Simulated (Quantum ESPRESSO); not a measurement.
# SnTe (Fm-3m) in Quantum ESPRESSO: notebook

Aim: see how the results for SnTe move with the level of theory and the settings. Levels: PBE, rPW86PBE+rVV10. Tasks: phonons.

Everything below comes from runs of Quantum ESPRESSO 7.5. Logs are shortened: lines on timing, memory, paths and dates and some standing lists are left out, and cuts for length are marked.

## (1) The crystal as given

It takes space group Fm-3m (No. 225, cubic). The conventional cell has a = 6.302 Å, b = 6.302 Å, c = 6.302 Å, α = 90.00°, β = 90.00°, γ = 90.00°. Around Te (site symmetry m-3m) lie 6 Sn at 3.15 Å. Sn (site symmetry m-3m) is surrounded by 6 Te at 3.15 Å.

## (2) Phonons, PBE

Input file pw.in:

```
&CONTROL
  calculation = 'scf'
  prefix = 'pwscf'
  outdir = './tmp'
  pseudo_dir = './pseudo'
  tprnfor = .true.
  tstress = .true.
  disk_io = 'low'
/
&SYSTEM
  ibrav = 0
  nat = 2
  ntyp = 2
  ecutwfc = 52
  ecutrho = 312
  nbnd = 16
  occupations = 'smearing'
  smearing = 'mv'
  degauss = 0.01469973
/
&ELECTRONS
  conv_thr = 4d-10
  electron_maxstep = 120
  mixing_beta = 0.5
/
ATOMIC_SPECIES
Te   127.6000 Te.GGA_PBE-JTH.UPF
Sn   118.7100 Sn.GGA_PBE-JTH.UPF
CELL_PARAMETERS bohr
   0.0000000000    5.9542435598    5.9542435598
   5.9542435598    0.0000000000    5.9542435598
   5.9542435598    5.9542435598    0.0000000000
ATOMIC_POSITIONS bohr
Te     5.9542435598    5.9542435598    5.9542435598
Sn     0.0000000000    0.0000000000    0.0000000000
K_POINTS automatic
7 7 7 0 0 0
```

Input file relax.in:

```
&CONTROL
  calculation = 'vc-relax'
  prefix = 'pwscf'
  outdir = './tmp'
  pseudo_dir = './pseudo'
  tprnfor = .true.
  tstress = .true.
  disk_io = 'low'
  nstep = 40
  forc_conv_thr = 0.0001
  etot_conv_thr = 1d-06
/
&SYSTEM
  ibrav = 0
  nat = 2
  ntyp = 2
  ecutwfc = 52
  ecutrho = 312
  nbnd = 16
  occupations = 'smearing'
  smearing = 'mv'
  degauss = 0.01469973
/
&ELECTRONS
  conv_thr = 4d-10
  electron_maxstep = 120
  mixing_beta = 0.5
/
&IONS
  ion_dynamics = 'bfgs'
/
&CELL
  cell_dynamics = 'bfgs'
  press = 0
  press_conv_thr = 0.2
/
ATOMIC_SPECIES
Te   127.6000 Te.GGA_PBE-JTH.UPF
Sn   118.7100 Sn.GGA_PBE-JTH.UPF
CELL_PARAMETERS bohr
   0.0000000000    5.9542435598    5.9542435598
   5.9542435598    0.0000000000    5.9542435598
   5.9542435598    5.9542435598    0.0000000000
ATOMIC_POSITIONS bohr
Te     5.9542435598    5.9542435598    5.9542435598
Sn     0.0000000000    0.0000000000    0.0000000000
K_POINTS automatic
7 7 7 0 0 0
```

Input file scf2.in:

```
&CONTROL
  calculation = 'scf'
  prefix = 'pwscf'
  outdir = './tmp'
  pseudo_dir = './pseudo'
  tprnfor = .true.
  tstress = .true.
  disk_io = 'low'
/
&SYSTEM
  ibrav = 0
  nat = 2
  ntyp = 2
  ecutwfc = 52
  ecutrho = 312
  nbnd = 16
  occupations = 'fixed'
/
&ELECTRONS
  conv_thr = 1d-13
  electron_maxstep = 120
  mixing_beta = 0.5
  startingpot = 'file'
  startingwfc = 'file'
/
ATOMIC_SPECIES
Te   127.6000 Te.GGA_PBE-JTH.UPF
Sn   118.7100 Sn.GGA_PBE-JTH.UPF
CELL_PARAMETERS bohr
   0.0000000000    6.0463468564    6.0463468564
   6.0463468564    0.0000000000    6.0463468564
   6.0463468564    6.0463468564    0.0000000000
ATOMIC_POSITIONS bohr
Te     6.0463468564    6.0463468564    6.0463468564
Sn     0.0000000000    0.0000000000    0.0000000000
K_POINTS automatic
7 7 7 0 0 0
```

Input file ph.in:

```
phonons of SnTe
&INPUTPH
  prefix = 'pwscf'
  outdir = './tmp'
  tr2_ph = 1d-18
  fildyn = 'dyn'
  niter_ph = 90
  alpha_mix(1) = 0.7
  epsil = .true.
/
0.0000000000 0.0000000000 0.0000000000
```

Input file dynmat.in:

```
&INPUT
  fildyn = 'dyn'
  asr = 'crystal'
  lperm = .true.
  filout = 'dynmat.disp'
  fileig = 'dynmat.eig'
/
```

Input file dynmat_lo.in:

```
&INPUT
  fildyn = 'dyn'
  asr = 'crystal'
  filout = 'dynmat_lo.disp'
  fileig = 'dynmat_lo.eig'
  q(1) = 0
  q(2) = 0
  q(3) = 1
/
```

Potentials or basis: JTH 2.0 PBE.

Launch:

```bash
OMP_NUM_THREADS=1 pw.x -in pw.in > pw.out
OMP_NUM_THREADS=1 pw.x -in relax.in > relax.out
OMP_NUM_THREADS=1 pw.x -in scf2.in > scf2.out
OMP_NUM_THREADS=1 ph.x -in ph.in > ph.out
OMP_NUM_THREADS=1 dynmat.x -in dynmat.in > dynmat.out
OMP_NUM_THREADS=1 dynmat.x -in dynmat_lo.in > dynmat_lo.out
```

pw.out:

```text
This program is part of the open-source Quantum ESPRESSO suite
     for quantum simulation of materials; please cite
         "P. Giannozzi et al., J. Phys.:Condens. Matter 21 395502 (2009);
         "P. Giannozzi et al., J. Phys.:Condens. Matter 29 465901 (2017);
         "P. Giannozzi et al., J. Chem. Phys. 152 154105 (2020);
     in publications or presentations arising from this work. More details at

     file Te.GGA_PBE-JTH.UPF: wavefunction(s)  0S 0P renormalized
     file Sn.GGA_PBE-JTH.UPF: wavefunction(s)  0S 5P 0P 4D 0D renormalized
     Message from routine setup:
     using ibrav=0 with symmetry is DISCOURAGED, use correct ibrav instead

     G-vector sticks info
     --------------------
     sticks:   dense  smooth     PW     G-vecs:    dense   smooth      PW
     Sum        1519    1027    301                39237    21547    3479

     Using Slab Decomposition

     bravais-lattice index     =            0
     lattice parameter (alat)  =       8.4206  a.u.
     unit-cell volume          =     422.1918 (a.u.)^3
     number of atoms/cell      =            2
     number of atomic types    =            2
     number of electrons       =        20.00
     number of Kohn-Sham states=           16
     kinetic-energy cutoff     =      52.0000  Ry
     charge density cutoff     =     312.0000  Ry
     scf convergence threshold =      4.0E-10
     mixing beta               =       0.5000
     number of iterations used =            8  plain     mixing
     Exchange-correlation= SLA PW PBX PBC
                           (   1   4   3   4   0   0   0)

     celldm(1)=   8.420572  celldm(2)=   0.000000  celldm(3)=   0.000000
     celldm(4)=   0.000000  celldm(5)=   0.000000  celldm(6)=   0.000000

     crystal axes: (cart. coord. in units of alat)
               a(1) = (   0.000000   0.707107   0.707107 )
               a(2) = (   0.707107   0.000000   0.707107 )
               a(3) = (   0.707107   0.707107   0.000000 )

     reciprocal axes: (cart. coord. in units 2 pi/alat)
               b(1) = ( -0.707107  0.707107  0.707107 )
               b(2) = (  0.707107 -0.707107  0.707107 )
               b(3) = (  0.707107  0.707107 -0.707107 )

     PseudoPot. # 1 for Te read from file:
     Te.GGA_PBE-JTH.UPF
     Pseudo is Projector augmented-wave + core cor, Zval =  6.0
     Generated using ATOMPAW code
     Shape of augmentation charge: SINC**2
     Using radial grid of 1093 points,  4 beta functions with:
                l(1) =   0
                l(2) =   0
                l(3) =   1
                l(4) =   1
     Q(r) pseudized with 0 coefficients

     PseudoPot. # 2 for Sn read from file:
     Sn.GGA_PBE-JTH.UPF
     Pseudo is Projector augmented-wave + core cor, Zval = 14.0
     Generated using ATOMPAW code
     Shape of augmentation charge: BESSEL
     Using radial grid of 1090 points,  6 beta functions with:
                l(1) =   0
                l(2) =   0
                l(3) =   1
                l(4) =   1
                l(5) =   2
                l(6) =   2
     Q(r) pseudized with 0 coefficients

     atomic species   valence    mass     pseudopotential
     Te                6.00   127.60000     Te( 1.00)
     Sn               14.00   118.71000     Sn( 1.00)

     48 Sym. Ops., with inversion, found

   Cartesian axes

     site n.     atom                  positions (alat units)
         1        Te     tau(   1) = (   0.7071068   0.7071068   0.7071068  )
         2        Sn     tau(   2) = (   0.0000000   0.0000000   0.0000000  )

     number of k points=    20  Marzari-Vanderbilt smearing, width (Ry)=  0.0147
                       cart. coord. in units 2pi/alat
        k(    1) = (   0.0000000   0.0000000   0.0000000), wk =   0.0058309
        k(    2) = (   0.1010153   0.1010153  -0.1010153), wk =   0.0466472
        k(    3) = (   0.2020305   0.2020305  -0.2020305), wk =   0.0466472
        k(    4) = (   0.3030458   0.3030458  -0.3030458), wk =   0.0466472
        k(    5) = (   0.2020305  -0.0000000   0.0000000), wk =   0.0349854
        k(    6) = (   0.3030458   0.1010153  -0.1010153), wk =   0.1399417
[... 12 lines left out ...]
        k(   19) = (  -0.1010153  -0.5050763   0.7071068), wk =   0.1399417
        k(   20) = (   0.0000000  -0.4040610   0.6060915), wk =   0.1399417

     Dense  grid:    39237 G-vectors     FFT dimensions: (  48,  48,  48)

     Smooth grid:    21547 G-vectors     FFT dimensions: (  40,  40,  40)

     Initial potential from superposition of free atoms

     starting charge      19.9984, renormalised to      20.0000

     negative rho (up, down):  5.065E-03 0.000E+00
     Starting wfcs are   26 randomized atomic wfcs

     Self-consistent Calculation

     iteration #  1     ecut=    52.00 Ry     beta= 0.50
     Davidson diagonalization with overlap
     ethr =  1.00E-02,  avg # of iterations =  6.8

     Threshold (ethr) on eigenvalues was too large:
     Diagonalizing with lowered threshold

     Davidson diagonalization with overlap
     ethr =  8.60E-05,  avg # of iterations =  6.9

     negative rho (up, down):  5.684E-03 0.000E+00

     WARNING: integrated charge=    20.00099304, expected=    20.00000000

     total energy              =    -804.70124914 Ry
     estimated scf accuracy    <       0.01721456 Ry

     iteration #  2     ecut=    52.00 Ry     beta= 0.50
     Davidson diagonalization with overlap
     ethr =  8.61E-05,  avg # of iterations =  2.0

     negative rho (up, down):  5.666E-03 0.000E+00

     WARNING: integrated charge=    20.00189468, expected=    20.00000000

     total energy              =    -804.70439803 Ry
     estimated scf accuracy    <       0.00145589 Ry

     iteration #  3     ecut=    52.00 Ry     beta= 0.50
     Davidson diagonalization with overlap
     ethr =  7.28E-06,  avg # of iterations =  5.2

     negative rho (up, down):  5.807E-03 0.000E+00

     WARNING: integrated charge=    20.00274010, expected=    20.00000000

     total energy              =    -804.70482890 Ry
     estimated scf accuracy    <       0.00031685 Ry
[... 42 lines left out ...]
     total energy              =    -804.70481823 Ry
     estimated scf accuracy    <       0.00000003 Ry

     iteration #  8     ecut=    52.00 Ry     beta= 0.50
     Davidson diagonalization with overlap
     ethr =  1.34E-10,  avg # of iterations =  2.9

     negative rho (up, down):  5.811E-03 0.000E+00

     WARNING: integrated charge=    20.00277584, expected=    20.00000000

     total energy              =    -804.70481687 Ry
     estimated scf accuracy    <          2.2E-09 Ry

     iteration #  9     ecut=    52.00 Ry     beta= 0.50
     Davidson diagonalization with overlap
     ethr =  1.12E-11,  avg # of iterations =  3.4

     negative rho (up, down):  5.811E-03 0.000E+00

     End of self-consistent calculation

          k = 0.0000 0.0000 0.0000 (  2685 PWs)   bands (ev):

   -13.9089 -13.9089 -13.9043 -13.9043 -13.9043  -4.8235   3.3023   5.8461
     5.8461   5.8461  11.4286  11.4286  11.4286  12.7964  12.7964  15.0035

          k = 0.1010 0.1010-0.1010 (  2698 PWs)   bands (ev):

   -13.9096 -13.9096 -13.9040 -13.9031 -13.9031  -4.6528   2.4232   5.8751
     5.8751   6.4476  10.5516  10.5516  10.5971  12.7941  13.2357  13.2357

          k = 0.2020 0.2020-0.2020 (  2674 PWs)   bands (ev):

   -13.9115 -13.9115 -13.9032 -13.8998 -13.8998  -4.1856   0.9561   5.9852
     5.9852   7.1920   9.2845   9.2845   9.3755  13.5059  14.4382  14.4382

          k = 0.3030 0.3030-0.3030 (  2665 PWs)   bands (ev):

   -13.9131 -13.9131 -13.9026 -13.8972 -13.8972  -3.6505  -0.1644   6.1475
     6.1475   7.7443   8.4229   8.4584   8.4584  15.1713  16.2780  16.2781

          k = 0.2020-0.0000 0.0000 (  2689 PWs)   bands (ev):

   -13.9114 -13.9080 -13.9051 -13.9023 -13.9023  -4.5967   2.3874   5.4626
     5.4626   7.1385   9.1426  11.5152  11.5152  11.8486  13.9520  13.9521

          k = 0.3030 0.1010-0.1010 (  2675 PWs)   bands (ev):

   -13.9138 -13.9085 -13.9047 -13.9001 -13.8993  -4.2293   1.3976   5.2623
     5.3963   6.8243   9.0830  10.8889  10.9245  11.9688  14.9566  15.1773

          k = 0.4041 0.2020-0.2020 (  2687 PWs)   bands (ev):

   -13.9154 -13.9106 -13.9030 -13.8985 -13.8968  -3.6981   0.2548   5.2374
     5.3718   6.3673   9.4336   9.8002  10.3409  13.0636  16.4809  16.9579

          k =-0.2020-0.4041 0.4041 (  2660 PWs)   bands (ev):

   -13.9148 -13.9121 -13.9016 -13.8977 -13.8967  -3.4715  -0.1627   4.7679
     5.7843   6.7885   8.9441   9.0242  10.6610  14.8618  15.5788  16.1319

          k =-0.1010-0.3030 0.3030 (  2676 PWs)   bands (ev):

   -13.9125 -13.9122 -13.9024 -13.8993 -13.8983  -3.8739   0.5307   4.6307
     6.2718   7.5628   8.5183   8.6013  11.2625  13.6149  14.3555  16.9912

          k =-0.0000-0.2020 0.2020 (  2663 PWs)   bands (ev):

   -13.9111 -13.9100 -13.9035 -13.9021 -13.9004  -4.3823   1.6293   5.0431
     6.2817   7.3335   9.1581   9.2182  11.4526  12.9347  13.3600  14.9326

          k = 0.4041-0.0000 0.0000 (  2662 PWs)   bands (ev):

   -13.9181 -13.9066 -13.9059 -13.8975 -13.8975  -3.9902   1.4637   4.7653
     4.7653   5.2413  10.7771  10.7926  12.1050  12.1050  16.0141  16.5326

          k = 0.5051 0.1010-0.1010 (  2670 PWs)   bands (ev):

   -13.9206 -13.9064 -13.9061 -13.8961 -13.8954  -3.5736   0.8963   3.9241
     4.6480   4.9765  10.8788  11.6419  11.7481  12.3240  17.5131  17.5615

          k =-0.1010-0.5051 0.5051 (  2668 PWs)   bands (ev):

   -13.9195 -13.9085 -13.9031 -13.8970 -13.8953  -3.2802   0.3121   3.3046
     4.9426   5.5671  10.5235  10.6937  12.6469  12.8299  15.9849  16.6246

          k = 0.0000-0.4041 0.4041 (  2672 PWs)   bands (ev):

   -13.9160 -13.9109 -13.8998 -13.8996 -13.8973  -3.4488   0.2487   3.5249
     5.5992   6.4528   9.3698   9.7248  12.5114  14.6344  14.8489  15.0598

          k = 0.6061-0.0000 0.0000 (  2666 PWs)   bands (ev):

   -13.9247 -13.9079 -13.9043 -13.8938 -13.8938  -3.3541   1.3475   2.9025
     4.3086   4.3086  10.2381  12.8373  12.8373  13.7395  17.0683  18.2026

          k =-0.0000-0.6061 0.6061 (  2666 PWs)   bands (ev):

   -13.9240 -13.9067 -13.9053 -13.8942 -13.8937  -3.2178   1.0689   2.5399
     4.4103   4.6662  10.6822  12.1267  12.4371  14.0750  17.4382  17.9088

          k = 0.4041 0.2020 0.0000 (  2664 PWs)   bands (ev):

   -13.9163 -13.9087 -13.9043 -13.8977 -13.8977  -3.8241   0.8241   4.3055
     5.2288   6.3455   9.6089  10.4151  11.5371  12.6537  15.7548  16.5729

          k =-0.2020-0.4041 0.6061 (  2671 PWs)   bands (ev):

   -13.9174 -13.9099 -13.9019 -13.8986 -13.8957  -3.3960   0.2316   3.9444
     4.4312   6.9339   8.7280  11.2348  11.9954  13.3242  15.1982  17.0591

          k =-0.1010-0.5051 0.7071 (  2678 PWs)   bands (ev):

   -13.9219 -13.9067 -13.9053 -13.8963 -13.8939  -3.2791   0.7806   3.0859
     3.8330   5.7618  10.4787  11.2078  13.1955  13.2507  16.0542  17.9513

          k = 0.0000-0.4041 0.6061 (  2673 PWs)   bands (ev):

   -13.9200 -13.9085 -13.9020 -13.8991 -13.8939  -3.1906   0.4940   3.0358
     3.7533   6.7577   9.1874  12.1291  13.0443  13.3571  14.6003  18.1639

     the Fermi energy is     8.1642 ev

     WARNING: integrated charge=    20.00277617, expected=    20.00000000

!    total energy              =    -804.70481668 Ry
     total all-electron energy =      -804.704817 Ry
     estimated scf accuracy    <          2.7E-10 Ry
     smearing contrib. (-TS)   =       0.00003907 Ry
     internal energy E=F+TS    =    -804.70485575 Ry

     The total energy is F=E-TS. E is the sum of the following terms:
     one-electron contribution =     -65.61440856 Ry
     hartree contribution      =      58.22658479 Ry
     xc contribution           =     -35.76136892 Ry
     ewald contribution        =    -104.69534151 Ry
     one-center paw contrib.   =    -656.86032156 Ry

     convergence has been achieved in   9 iterations

     negative rho (up, down):  5.811E-03 0.000E+00

     Forces acting on atoms (cartesian axes, Ry/au):

     atom    1 type  1   force =     0.00000000   -0.00000000   -0.00000000
     atom    2 type  2   force =    -0.00000000    0.00000000    0.00000000

     Total force =     0.000000     Total SCF correction =     0.000000

     Computing stress (Cartesian axis) and pressure

     negative rho (up, down):  5.811E-03 0.000E+00
          total   stress  (Ry/bohr**3)                   (kbar)     P=       20.65
   0.00014037   0.00000000   0.00000000           20.65        0.00        0.00
   0.00000000   0.00014037   0.00000000            0.00       20.65        0.00
   0.00000000   0.00000000   0.00014037            0.00        0.00       20.65

=------------------------------------------------------------------------------=
   JOB DONE.
=------------------------------------------------------------------------------=
```

It took 9.8 min on 1 thread of Arm Neoverse V2, shared host; peak memory 0.21 GiB.

Results:

- Free energy: -10948.6099 eV
- Relaxed volume: 32.76 Å³/atom
- Relaxed cell: a = 4.525 Å, b = 4.525 Å, c = 4.525 Å, α = 60.00°, β = 60.00°, γ = 60.00°
- Space group after relaxing (to 0.05 Å): Fm-3m (No. 225)
- Pressure after relaxing: -0.1 GPa
- Highest phonon frequency at Γ, LO-TO splitting left out: 1 cm⁻¹
- Most unstable mode: 35i cm⁻¹

Step by step:
| step | energy change (eV) | largest force (eV/Å) | pressure (GPa) | volume (Å³) |
| --- | --- | --- | --- | --- |
| 1 | 0.0000 | 0.0000 | 2.06 | 62.56 |
| 2 | -0.0087 | 0.0000 | 1.56 | 63.22 |
| 3 | -0.0155 | 0.0000 | 1.02 | 63.96 |
| 4 | -0.0209 | 0.0000 | 0.28 | 65.06 |
| 5 | -0.0216 | 0.0000 | 0.01 | 65.49 |
| 6 | -0.0216 | 0.0000 | 0.00 | 65.51 |
| 7 | -0.0216 | 0.0000 | 0.00 | 65.51 |

Final structure:
```yaml
crystal:
  lattice:
    - [0.00000, 3.19959, 3.19959]
    - [3.19959, 0.00000, 3.19959]
    - [3.19959, 3.19959, 0.00000]
  atoms:
    - { symbol: Te, position: [0.50000, 0.50000, 0.50000] }
    - { symbol: Sn, position: [0.00000, 0.00000, 0.00000] }
```

Levels at points of the mesh, in eV from the Fermi level:
```
           k point  band 8  band 9  band 10  band 11  band 12  band 13
(0.00, 0.00, 0.00)   -2.17   -2.17    -2.17     3.17     3.17     3.17
```

Phonon frequencies in cm⁻¹ (negative: imaginary):
```csv
q point,frequencies
"(0.000, 0.000, 0.000)",-35 -35 -35 1 1 1
```

Optical modes at Γ, degenerate ones joined, polar ones without the macroscopic field:
```csv
cm⁻¹,components,symmetry,active in,"IR intensity, summed ((D/Å)²/amu)"
35i,3,T1u,IR,56.18
```

Zone-centre frequencies without and with the macroscopic field along z (cm⁻¹):
```tsv
	optical modes in rising order
without	35i 35i 35i
with the field	35i 35i 106
```

Caveat: some modes are imaginary; the gap is small at this level, which inflates the dielectric constant; this odd mesh misses L, where the gap lies, so gap, dielectric constants and Born charges aren't listed; this smearing can shift energies of a crystal with a gap. Spin-orbit coupling is left out, which matters for the levels of Te.

(Continued in part 2 of 2.)
